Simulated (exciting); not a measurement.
# Nb (Fm-3m) in exciting: reference runs

Reference runs on Nb: the cell as given and a disturbed copy.

All numbers are computed with exciting (release sodium); they aren't measurements. Logs are shortened: lines on timing, memory, paths and dates and some standing lists are left out, and cuts for length are marked.

**1. Starting point**

The structure is cubic, space group Fm-3m (No. 225). The conventional cell has a = 4.230 Å, b = 4.230 Å, c = 4.230 Å, α = 90.00°, β = 90.00°, γ = 90.00°. Around Nb (site symmetry m-3m) lie 12 Nb at 2.99 Å.

This isn't the form of Nb at room conditions, which is bcc.

**2. Single point, PBE**

Contents of input.xml:

```xml
<input>
  <title>Nb</title>
  <structure speciespath="./" tshift="false">
    <crystal scale="1">
      <basevect>0.000000000000 3.996770753584 3.996770753584</basevect>
      <basevect>3.996770753584 0.000000000000 3.996770753584</basevect>
      <basevect>3.996770753584 3.996770753584 0.000000000000</basevect>
    </crystal>
    <species speciesfile="Nb.xml" rmt="2.29">
      <atom coord="0.000000000000 0.000000000000 0.000000000000"/>
    </species>
  </structure>
  <groundstate do="fromscratch" ngridk="11 11 11" rgkmax="8" gmaxvr="14" lmaxapw="10" lmaxmat="10" lmaxvr="8" xctype="GGA_PBE" stype="Fermi Dirac" swidth="0.00183747" nempty="12" ValenceRelativity="iora*" epsengy="1e-06" epspot="1e-06" maxscl="80" tforce="true" outputlevel="normal"/>
</input>
```

Potentials or basis: all-electron LAPW+lo, shipped species files, valence relativity iora*.

Run with:

```
> OMP_NUM_THREADS=1 exciting_smp
```

INFO.OUT:

```text
================================================================================
EXCITING SODIUM started
All units are atomic (Hartree, Bohr, etc.)
================================================================================

********************************************************************************
* Ground-state run starting from atomic densities                              *
********************************************************************************

++++++++++++++++++++++++++++++++++++++++++++++++++++++++++++++++++++++++++++++++
+ Starting initialization                                                      +
++++++++++++++++++++++++++++++++++++++++++++++++++++++++++++++++++++++++++++++++

 Lattice vectors (cartesian) :
      0.0000000000      3.9967707536      3.9967707536
      3.9967707536      0.0000000000      3.9967707536
      3.9967707536      3.9967707536      0.0000000000

 Reciprocal lattice vectors (cartesian) :
     -0.7860327367      0.7860327367      0.7860327367
      0.7860327367     -0.7860327367      0.7860327367
      0.7860327367      0.7860327367     -0.7860327367

 Unit cell volume                           :     127.6902425495
 Brillouin zone volume                      :       1.9425933297

 Species :    1 (Nb)
     parameters loaded from                 :    Nb.xml
     name                                   :    niobium
     nuclear charge                         :     -41.00000000
     electronic charge                      :      41.00000000
     atomic mass                            :  169357.97030000
     muffin-tin radius                      :       2.29000000
     # of radial points in muffin-tin       :     400

     atomic positions (lattice) :
       1 :   0.00000000  0.00000000  0.00000000

 Total number of atoms per unit cell        :       1

 Spin treatment                             :    spin-unpolarised

 Number of Bravais lattice symmetries       :      48
 Number of crystal symmetries               :      48

 k-point grid                               :      11   11   11
 Total number of k-points                   :      56
 k-point set is reduced with crystal symmetries

 R^MT_min * |G+k|_max (rgkmax)              :       8.00000000
 Species with R^MT_min                      :       1 (Nb)
 Maximum |G+k| for APW functions            :       3.49344978
 Maximum |G| for potential and density      :      14.00000000

 G-vector grid sizes                        :      27    27    27
 Total number of G-vectors                  :    5961

 Maximum angular momentum used for
     APW functions                          :      10
     computing H and O matrix elements      :      10
     potential and density                  :       8
     inner part of muffin-tin               :       2

 Total nuclear charge                       :     -41.00000000
 Total electronic charge                    :      41.00000000
 Total core charge                          :      28.00000000
 Total valence charge                       :      13.00000000

 Number of empty states                     :      12
 Total number of valence states             :      19

 Maximum Hamiltonian size                   :     110
 Maximum number of plane-waves              :      97
 Total number of local-orbitals             :      13

 Exchange-correlation type                  :      20
     Perdew-Burke-Ernzerhof, Phys. Rev. Lett. 77, 3865 (1996)
     Generalised gradient approximation (GGA)

 Smearing scheme                            :    Fermi-Dirac
 Smearing width                             :       0.00183747

 Using multisecant Broyden potential mixing

++++++++++++++++++++++++++++++++++++++++++++++++++++++++++++++++++++++++++++++++
+ Ending initialization                                                        +
++++++++++++++++++++++++++++++++++++++++++++++++++++++++++++++++++++++++++++++++

********************************************************************************
* Groundstate module started                                                   *
********************************************************************************
 Output level for this task is set to normal

++++++++++++++++++++++++++++++++++++++++++++++++++++++++++++++++++++++++++++++++
+ Self-consistent loop started                                                 +
++++++++++++++++++++++++++++++++++++++++++++++++++++++++++++++++++++++++++++++++
 Density and potential initialised from atomic data

++++++++++++++++++++++++++++++++++++++++++++++++++++++++++++++++++++++++++++++++
+ SCF iteration number :    1                                                  +
++++++++++++++++++++++++++++++++++++++++++++++++++++++++++++++++++++++++++++++++
 Total energy                               :     -3813.39646918
 _______________________________________________________________
 Fermi energy                               :         0.45273402
 Kinetic energy                             :      3959.00774272
 Coulomb energy                             :     -7653.50060869
 Exchange energy                            :      -116.77529402
 Correlation energy                         :        -2.12830919

 DOS at Fermi energy (states/Ha/cell)       :        42.96200519

 Electron charges :
     core                                   :        28.00000000
     core leakage                           :         0.00001022
     valence                                :        13.00000000
     interstitial                           :         2.85816070
     charge in muffin-tin spheres :
                  atom     1    Nb          :        38.14183930
     total charge in muffin-tins            :        38.14183930
     total charge                           :        41.00000000
[... 266 lines left out ...]
 Electron charges :
     core                                   :        28.00000000
     core leakage                           :         0.00000969
     valence                                :        13.00000000
     interstitial                           :         2.67652119
     charge in muffin-tin spheres :
                  atom     1    Nb          :        38.32347881
     total charge in muffin-tins            :        38.32347881
     total charge                           :        41.00000000

 RMS change in effective potential (target) :  0.241361E-08  ( 0.100000E-05)
 Absolute change in total energy   (target) :  0.412113E-06  ( 0.100000E-05)
 Charge distance                   (target) :  0.276916E-09  ( 0.100000E-04)
 Abs. change in max-nonIBS-force   (target) :   0.00000      ( 0.500000E-04)

++++++++++++++++++++++++++++++++++++++++++++++++++++++++++++++++++++++++++++++++
| Convergency criteria checked for the last 2 iterations                       +
| Convergence targets achieved. Performing final SCF iteration                 +
++++++++++++++++++++++++++++++++++++++++++++++++++++++++++++++++++++++++++++++++
 Total energy                               :     -3820.46052529
 _______________________________________________________________
 Fermi energy                               :         0.42359125
 Kinetic energy                             :      3954.07089105
 Coulomb energy                             :     -7655.46555565
 Exchange energy                            :      -116.93849455
 Correlation energy                         :        -2.12736614

 DOS at Fermi energy (states/Ha/cell)       :        38.01090207

 Electron charges :
     core                                   :        28.00000000
     core leakage                           :         0.00000969
     valence                                :        13.00000000
     interstitial                           :         2.67652120
     charge in muffin-tin spheres :
                  atom     1    Nb          :        38.32347880
     total charge in muffin-tins            :        38.32347880
     total charge                           :        41.00000000

++++++++++++++++++++++++++++++++++++++++++++++++++++++++++++++++++++++++++++++++
+ Self-consistent loop stopped                                                 +
++++++++++++++++++++++++++++++++++++++++++++++++++++++++++++++++++++++++++++++++
 STATE.OUT is written

--------------------------------------------------------------------------------
- Writing atomic positions and forces                                          -
--------------------------------------------------------------------------------

 Atomic positions (lattice) :
 atom     1  Nb  :     0.00000000    0.00000000    0.00000000

 Total atomic forces including IBS (cartesian) :
 atom     1  Nb  :     0.00000000    0.00000000    0.00000000

 Atomic force components including IBS (cartesian) :
 atom     1  Nb  :     0.00000000    0.00000000    0.00000000   HF force
                 :     0.00000000    0.00000000    0.00000000   core correction
                 :     0.00000000    0.00000000    0.00000000   IBS correction

********************************************************************************
* Groundstate module stopped                                                   *
********************************************************************************

--------------------------------------------------------------------------------
- CAUTION! Warnings have been written in file WARNING.OUT !                    -
--------------------------------------------------------------------------------
================================================================================
| EXCITING SODIUM stopped                                                      =
================================================================================
```

It took 13 s on 1 thread of AMD EPYC 9R45 (Zen 5), shared host; peak memory 0.1 GiB.

What came out:

| Quantity | Value |
| --- | --- |
| Free energy | -103960.0388 eV |
| Band gap on the k mesh | none (metal or under the smearing width) |
| All electrons inside the program's atomic spheres | Nb 38.32 (radii Nb 2.29 bohr) |

Levels at points of the mesh, in eV from the Fermi level:
| k point | band 3 | band 4 | band 5 | band 6 | band 7 | band 8 | band 9 | band 10 |
| --- | --- | --- | --- | --- | --- | --- | --- | --- |
| (0.00, 0.00, 0.00) | -30.21 | -30.21 | -6.20 | 0.09 | 0.09 | 0.09 | 2.67 | 2.67 |

Caveat: rgkmax is low for these elements, so energy differences scatter by about 1 meV per atom; the log's total energy holds no entropy term; the free energy is that total less TS from the occupations.

**3. Single point, PBE (cell strained at random at fixed volume)**

Contents of input.xml:

```xml
<input>
  <title>Nb</title>
  <structure speciespath="./" tshift="false">
    <crystal scale="1">
      <basevect>-0.077543021798 4.144889376958 3.985147048191</basevect>
      <basevect>3.867135541434 0.094134817172 3.813467319495</basevect>
      <basevect>4.018035841664 4.124109948491 -0.056765483058</basevect>
    </crystal>
    <species speciesfile="Nb.xml" rmt="2.29">
      <atom coord="0.030077000000 -0.003973000000 -0.000220000000"/>
    </species>
  </structure>
  <groundstate do="fromscratch" ngridk="11 11 11" rgkmax="8" gmaxvr="14" lmaxapw="10" lmaxmat="10" lmaxvr="8" xctype="GGA_PBE" stype="Fermi Dirac" swidth="0.00183747" nempty="12" ValenceRelativity="iora*" epsengy="1e-06" epspot="1e-06" maxscl="80" tforce="true" outputlevel="normal"/>
</input>
```

Potentials or basis: all-electron LAPW+lo, shipped species files, valence relativity iora*.

Run with:

```
> OMP_NUM_THREADS=1 exciting_smp
```

INFO.OUT:

```text
================================================================================
EXCITING SODIUM started
[... 10 lines left out ...]

 Lattice vectors (cartesian) :
     -0.0775430218      4.1448893770      3.9851470482
      3.8671355414      0.0941348172      3.8134673195
      4.0180358417      4.1241099485     -0.0567654831

 Reciprocal lattice vectors (cartesian) :
     -0.7741406327      0.7647749750      0.7661570318
      0.8202947663     -0.7876999526      0.8352357542
      0.7593175318      0.7728764918     -0.7890819953

 Unit cell volume                           :     127.6902696798
 Brillouin zone volume                      :       1.9425929169

 Species :    1 (Nb)
     parameters loaded from                 :    Nb.xml
     name                                   :    niobium
     nuclear charge                         :     -41.00000000
     electronic charge                      :      41.00000000
     atomic mass                            :  169357.97030000
     muffin-tin radius                      :       2.29000000
     # of radial points in muffin-tin       :     400

     atomic positions (lattice) :
       1 :   0.03007700  0.99602700  0.99978000

 Total number of atoms per unit cell        :       1

 Spin treatment                             :    spin-unpolarised

 Number of Bravais lattice symmetries       :       2
 Number of crystal symmetries               :       1

 k-point grid                               :      11   11   11
[... 21 lines left out ...]

 Number of empty states                     :      12
 Total number of valence states             :      19

 Maximum Hamiltonian size                   :     113
 Maximum number of plane-waves              :     100
 Total number of local-orbitals             :      13

 Exchange-correlation type                  :      20
[... 23 lines left out ...]
+ SCF iteration number :    1                                                  +
++++++++++++++++++++++++++++++++++++++++++++++++++++++++++++++++++++++++++++++++
 Total energy                               :     -3813.49163539
 _______________________________________________________________
 Fermi energy                               :         0.45027104
 Kinetic energy                             :      3958.93617079
 Coulomb energy                             :     -7653.51972165
 Exchange energy                            :      -116.77983256
 Correlation energy                         :        -2.12825197
[... 316 lines left out ...]
 RMS change in effective potential (target) :  0.443058E-08  ( 0.100000E-05)
 Absolute change in total energy   (target) :  0.176200E-06  ( 0.100000E-05)
 Charge distance                   (target) :  0.153772E-08  ( 0.100000E-04)
 Abs. change in max-nonIBS-force   (target) :   0.00000      ( 0.500000E-04)

++++++++++++++++++++++++++++++++++++++++++++++++++++++++++++++++++++++++++++++++
| Convergency criteria checked for the last 2 iterations                       +
| Convergence targets achieved. Performing final SCF iteration                 +
++++++++++++++++++++++++++++++++++++++++++++++++++++++++++++++++++++++++++++++++
 Total energy                               :     -3820.46116994
 _______________________________________________________________
 Fermi energy                               :         0.42178672
 Kinetic energy                             :      3954.06567356
 Coulomb energy                             :     -7655.45881533
 Exchange energy                            :      -116.94072109
 Correlation energy                         :        -2.12730709

 DOS at Fermi energy (states/Ha/cell)       :        45.17376970

 Electron charges :
     core                                   :        28.00000000
     core leakage                           :         0.00000970
     valence                                :        13.00000000
     interstitial                           :         2.66592858
     charge in muffin-tin spheres :
                  atom     1    Nb          :        38.33407142
     total charge in muffin-tins            :        38.33407142
     total charge                           :        41.00000000

++++++++++++++++++++++++++++++++++++++++++++++++++++++++++++++++++++++++++++++++
+ Self-consistent loop stopped                                                 +
++++++++++++++++++++++++++++++++++++++++++++++++++++++++++++++++++++++++++++++++
 STATE.OUT is written

--------------------------------------------------------------------------------
- Writing atomic positions and forces                                          -
--------------------------------------------------------------------------------

 Atomic positions (lattice) :
 atom     1  Nb  :     0.03007700    0.99602700    0.99978000

 Total atomic forces including IBS (cartesian) :
 atom     1  Nb  :     0.00000000    0.00000000    0.00000000

 Atomic force components including IBS (cartesian) :
 atom     1  Nb  :     0.00000000    0.00000000    0.00000000   HF force
                 :     0.00000000    0.00000000    0.00000000   core correction
                 :     0.00000000    0.00000000    0.00000000   IBS correction

********************************************************************************
* Groundstate module stopped                                                   *
********************************************************************************

================================================================================
| EXCITING SODIUM stopped                                                      =
================================================================================
```

Run time: 2.2 min. Hardware: 1 thread of AMD EPYC 9R45 (Zen 5), shared host; peak memory 0.11 GiB.

What came out:

* Free energy: -103960.0581 eV
* Band gap on the k mesh: none (metal or under the smearing width)
* All electrons inside the program's atomic spheres: Nb 38.33 (radii Nb 2.29 bohr)

Levels at points of the mesh, in eV from the Fermi level:
```csv
k point,band 4,band 5,band 6,band 7,band 8,band 9
"(0.00, 0.00, 0.00)",-30.03,-6.15,-0.26,-0.18,0.83,2.48
```

Caveat: rgkmax is low for these elements, so energy differences scatter by about 1 meV per atom; the log's total energy holds no entropy term; the free energy is that total less TS from the occupations.

(Part 1 of 2 ends here.)
